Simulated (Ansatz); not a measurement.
Input and output of a single-point calculation on InSe (started from an entry of an open crystallographic database) (the plane-wave code Ansatz, PBE+SOC). The cell was relaxed beforehand with r2SCAN+rVV10.

input.yaml:
```yaml
crystal:
  lattice:
    - [2.0105578941, 1.1607961414, 8.410665907]
    - [-2.0105578941, 1.1607961414, 8.410665907]
    - [0.0, -2.3215922828, 8.410665907]
  atoms:
    - { symbol: In, position: [0.0004771572, 0.0004771572, 0.0004771572] }
    - { symbol: In, position: [0.1108703964, 0.1108703964, 0.1108703964] }
    - { symbol: Se, position: [0.6169580837, 0.6169580837, 0.6169580837] }
    - { symbol: Se, position: [0.8276943626, 0.8276943626, 0.8276943626] }
kpoints:
  mp_grid: { grid: [8, 8, 8] }
  band_path:
    path:
      - [0.0, 0.0, 0.0]
      - [-0.5, -0.5, -0.5]
      - [-0.5, -0.1793653849, -0.8206346151]
      - [-0.1793653849, 0.1793653849, -0.5]
      - [0.0, 0.0, -0.5]
      - [0.0, 0.3396826925, -0.3396826925]
      - [-0.3396826925, 0.0, -0.6603173075]
      - [-0.5, 0.0, -0.5]
    npoints: 1
hamiltonian:
  xc: pbe
scf:
  occupations: { method: fermi_dirac, width: 0.02 }
  n_extra_bands: 10
magnetization:
  noncollinear: true
  spin_orbit: true
output:
  forces: true
  stress: true
  eigenvalues: true
  write_density: true
  write_potential: true
  elf: true
  volumetric_format: npy
```

Run as `ansatz run input.yaml --threads 2 --pin off --max-ram 2211MiB --backend cpu --events-out ev --progress --plain --runs-dir out`.

What the program printed (shortened):
```
scf.n_extra_bands = 10 over 58 filled bands (N_el = 58.0): the run solves 68 bands
Pseudopotential: In, paw_fr, valence charge 13, recommended cutoff 420 eV (normal)
Pseudopotential: Se, paw_fr, valence charge 16, recommended cutoff 420 eV (normal)
Functional definition: PBE
Crystal: 4 atoms, lattice volume = 117.775 Å³
Basis set: ecut = 420 eV, 2309 PW (Γ), FFT grids on a1−a2, a2, −a2+a3
Symmetry: 6 space group operations + 6 with time reversal
Magnetic group: BNS 160.66 (UNI 1296)
k-points: 65 of 512 (time reversal used)
Projection manifold: j_resolved (fully-relativistic pseudo-atomic orbitals)
SCF iter   1: HF=-22142.661410 eV  Δρ=4.96e-2  dr2=1.46e1
preconditioner: auto → Resta (q_TF=auto, 2.424 Å⁻¹)  ε∞=3.2  [insulator: Δε(μ)=0.157 eV  σ=0.020 eV  ℏωp=21.1 eV]
SCF iter   2: HF=-22140.484512 eV  Δρ=2.50e-2  dr2=1.85e0
SCF iter   3: HF=-22140.108860 eV  Δρ=1.29e-2  dr2=1.79e-1
SCF iter   4: HF=-22140.059632 eV  Δρ=2.55e-3  dr2=2.36e-2
SCF iter   5: HF=-22140.057182 eV  Δρ=9.27e-4  dr2=2.21e-3
SCF iter   6: HF=-22140.058383 eV  Δρ=4.00e-4  dr2=7.56e-4
SCF iter   7: HF=-22140.058308 eV  Δρ=1.36e-4  dr2=8.28e-5
SCF iter   8: HF=-22140.058323 eV  Δρ=3.87e-5  dr2=3.05e-6
SCF iter   9: HF=-22140.058324 eV  Δρ=8.11e-6  dr2=1.83e-7
SCF iter  10: HF=-22140.058325 eV  Δρ=3.19e-6  dr2=2.43e-8
SCF 1 converged in 10 iterations: F = -22140.058325 eV  dr2 = 2.43e-8
SCF converged after 10 iterations
Magnetization: |M| = 0.0000 μB,  M = (+0.0000, +0.0000, +0.0000) μB
Free energy (F): -22140.058325 eV
Fermi energy:    7.420205 eV
--- Forces (eV/Å), atoms counted from 1 ---
  atom   1  In      0.00000      0.00000      0.11853
  atom   2  In      0.00000      0.00000    -0.11870
  atom   3  Se      0.00000      0.00000    -0.19073
  atom   4  Se      0.00000      0.00000      0.19096
--- Stress (GPa, compression-positive) ---
        2.435246       0.000000       0.000000
        0.000000       2.435246       0.000000
        0.000000       0.000000       2.311810
  P = ⅓ Tr σ = 2.3941 GPa (23.941 kbar)
--- Band table (eV; the first three rows and the last of 65) ---
  k-point 0: bands = […, 5.8064, 5.8064, 5.8851, 5.8851, 6.0132, 6.0132, 6.1012, 6.1012, 8.8400, 8.8400, 9.2509, 9.2509, 11.3009, 11.3009, …]
  k-point 1: bands = […, 5.4501, 5.4541, 5.6900, 5.6943, 5.8144, 5.8214, 6.1421, 6.1450, 9.1838, 9.1926, 9.9090, 9.9137, 10.7835, 10.8059, …]
  k-point 2: bands = […, 5.1344, 5.1389, 5.2898, 5.3008, 5.4420, 5.4522, 6.2056, 6.2140, 9.1806, 9.1886, 9.3696, 9.3716, 11.2212, 11.2465, …]
  k-point 64: bands = […, 5.8572, 5.8572, 5.9405, 5.9405, 6.1806, 6.1806, 7.2324, 7.2324, 7.6080, 7.6080, 9.2995, 9.2995, 11.2201, 11.2201, …]
```

The rows of the band table are 0: (0, 0, 0) = Γ, 1: (0, 0, 1/8), 2: (0, 0, 1/4), 64: (-1/2, -1/2, -1/2) = T.

Levels at the listed points, from bands.tsv (eV from the Fermi energy, bands near the gap, counted from 0):
```tsv
# k_distance	band_48	band_49	band_50	band_51	band_52	band_53	band_54	band_55	band_56	band_57	band_58	band_59	band_60	band_61	band_62	band_63	band_64	band_65
# fermi_ev = 7.420205
# [0, 0, 0] at k_distance = 0.000000
# [-0.5, -0.5, -0.5] at k_distance = 0.373525
# [-0.5, -0.1793653849, -0.8206346151] at k_distance = 1.375539
# [-0.1793653849, 0.1793653849, -0.5] at k_distance = 1.633868
# [0, 0, -0.5] at k_distance = 2.194402
# [0, 0.3396826925, -0.3396826925] at k_distance = 2.739851
# [-0.3396826925, 0, -0.6603173075] at k_distance = 2.991228
# [-0.5, 0, -0.5] at k_distance = 3.492235
# levels_relative_to = fermi_ev
0.000	-1.873	-1.873	-1.614	-1.614	-1.535	-1.535	-1.407	-1.407	-1.319	-1.319	1.420	1.420	1.831	1.831	3.881	3.881	4.250	4.250
0.374	-1.767	-1.767	-1.563	-1.563	-1.480	-1.480	-1.240	-1.240	-0.188	-0.188	0.188	0.188	1.879	1.879	3.800	3.800	4.168	4.168
1.376	-4.229	-4.178	-3.904	-3.822	-2.778	-2.709	-2.472	-2.429	-2.032	-1.958	1.503	1.533	2.192	2.309	3.110	3.198	4.181	4.276
1.634	-4.229	-4.178	-3.904	-3.822	-2.778	-2.709	-2.472	-2.429	-2.032	-1.958	1.503	1.533	2.192	2.309	3.110	3.198	4.181	4.276
2.194	-3.682	-3.682	-2.659	-2.659	-2.560	-2.560	-2.426	-2.426	-1.881	-1.881	0.985	0.985	1.739	1.739	3.461	3.461	3.772	3.772
2.740	-4.233	-4.181	-3.922	-3.839	-2.813	-2.747	-2.455	-2.404	-2.003	-1.931	1.552	1.581	2.108	2.219	3.131	3.230	4.143	4.261
2.991	-4.233	-4.181	-3.922	-3.839	-2.813	-2.747	-2.455	-2.404	-2.003	-1.931	1.552	1.581	2.108	2.219	3.131	3.230	4.143	4.261
3.492	-3.452	-3.452	-2.897	-2.897	-2.686	-2.686	-2.298	-2.298	-1.720	-1.720	0.980	0.980	1.736	1.736	3.115	3.115	3.402	3.402
```
In order the rows are Γ, T, H₂, H₀, L, S₀, S₂, F.

Planar averages along the third cell vector, from rho_z.tsv and v_z.tsv (valence density with its augmentation; electrostatic potential energy of an electron, of which only differences have a meaning):
```
z (Å)  ρ (e/Å³)  v_es (eV)
 0.00     0.683       1.24
 0.65     0.666       1.80
 0.97     0.605       2.48
 1.62     0.406       4.17
 2.26     0.224       6.20
 2.91     0.138       7.78
 3.23     0.127       8.14
 3.88     0.162       8.19
 4.52     0.334       7.95
 5.17     0.630       7.13
 5.49     0.677       6.56
 6.14     0.560       5.54
 6.79     0.678       4.38
 7.43     0.802       3.21
 7.76     0.745       2.62
 8.40     0.670       1.49
```

With PBE+SOC the gap is 0.38 eV and direct, at T. The mean pressure at these positions is +2.39 GPa, compression counted positive. The largest force is 0.19 eV/Å.

Non-magnetic throughout; all numbers are computed.
